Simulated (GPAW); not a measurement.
SnO2 (Cassiterite):

```
Sn O
1.0
     4.73800    0.00000    0.00000
     0.00000    4.73800    0.00000
     0.00000    0.00000    3.18650
Sn O
2 4
Direct
  0.50000 0.50000 0.50000
  0.00000 0.00000 0.00000
  0.80710 0.19290 0.50000
  0.19290 0.80710 0.50000
  0.30710 0.30710 0.00000
  0.69290 0.69290 0.00000
```

Program: GPAW 26.7.0. Alike in all runs: task band structure; spin SOC, no magnetisation; cell as given; k mesh 4 × 4 × 5; cutoff (eV) 800; smearing fermi-dirac 0.05 eV.

Task: Order these runs on this cell by their pressure, lowest first.
A. level OLYP; potentials or basis PAW data sets generated in the run's folder for this functional, pw; eigensolver davidson; band points 80; spin axis theta (degrees) 0; spin axis phi (degrees) 0
B. level SCAN; potentials or basis GPAW PAW data sets (gpaw-data 1.2.1), pw; band points 60; spin axis theta (degrees) 90; spin axis phi (degrees) 45
C. level PBEint; potentials or basis PAW data sets generated in the run's folder for this functional, pw; band points 60; spin axis theta (degrees) 90; spin axis phi (degrees) 0
D. level LDA; potentials or basis the program's PAW data sets (release 1.2.1) made for this functional, pw; band points 100; spin axis theta (degrees) 0; spin axis phi (degrees) 0
E. level PW91; potentials or basis PAW data sets generated in the run's folder for this functional, pw; band points 60; spin axis theta (degrees) 0; spin axis phi (degrees) 0

Result: D (-2.8 GPa), B (1.1 GPa), C (5.7 GPa), E (8.6 GPa), A (10.5 GPa).

Caveats: spin-orbit coupling was added after a scalar SCF, so levels and gaps hold it while energy, forces, pressure and moments don't; the PAW data sets were made with another functional, which shifts forces and pressure a little (some runs).

Not every run made on this cell is shown here.
